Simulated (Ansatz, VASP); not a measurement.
**W: VASP beside Ansatz**

```
CELL_PARAMETERS angstrom
-1.58540 1.58540 1.58540
1.58540 -1.58540 1.58540
1.58540 1.58540 -1.58540
ATOMIC_POSITIONS crystal
W 0.00000 0.00000 0.00000
```

Alike in both runs: functional PBE; k mesh 15 × 15 × 15; occupations methfessel-paxton of order 1, width 0.05 eV; no spin polarisation.

Ansatz relaxed the structure, and its values are those at the end. VASP's run is a single point on that final structure, the one shown.

|  | VASP | Ansatz |
| --- | --- | --- |
| version | VASP 6.6.1 | Ansatz 0.2.0 |
| potentials or method | VASP PAW PBE potentials, release 64 (W_sv) | plane waves, PAW |
| plane-wave cutoff (eV) | 520 | 420 |
| valence electrons in the cell | 14 | 14 |

|  | VASP | Ansatz | Ansatz less VASP |
| --- | --- | --- | --- |
| pressure (GPa) | 4.5 | 4.0 | -0.53 |

Spin-orbit coupling is left out, which matters for the levels of W.
